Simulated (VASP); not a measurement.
Be2C:

```
Be C
1.0
     0.00000    2.16424    2.16424
     2.16424    0.00000    2.16424
     2.16424    2.16424    0.00000
Be C
2 1
Cartesian
  1.0821 1.0821 1.0821
  3.2464 3.2464 3.2464
  0.0000 0.0000 0.0000
```

| Property | Result |
| --- | --- |
| Program | VASP 6.6.1 |
| Task | relaxation of cell and atoms |
| Functional | LDA |
| Potentials or basis | VASP PAW LDA potentials, release 64 (Be, C) |
| Cutoff | 600 eV |
| k mesh | 12 × 12 × 12 |
| Occupations | gaussian, width 0.02 eV |
| Spin | no spin polarisation |

At the start: pressure -8.1 GPa; volume 6.76 Å³/atom.

Task: Where does the relaxation end?

Result: Over 3 steps the energy falls by 6.8 meV/atom and the volume is 6.49 Å³/atom (-3.9 %); space group Fm-3m (No. 225, to 0.05 Å).

The path:
```csv
step,energy change (eV),largest force (eV/Å),pressure (GPa),volume (Å³)
1,0.0000,0.0000,-8.05,20.27
2,-0.0192,0.0000,2.14,19.29
3,-0.0204,0.0000,0.00,19.48
```

Final structure:
```xyz
3
Lattice="0.0000 2.1357 2.1357 2.1357 0.0000 2.1357 2.1357 2.1357 0.0000" Properties=species:S:1:pos:R:3 pbc="T T T"
Be    1.0678    1.0678    1.0678
Be    3.2035    3.2035    3.2035
C     0.0000    0.0000    0.0000
```
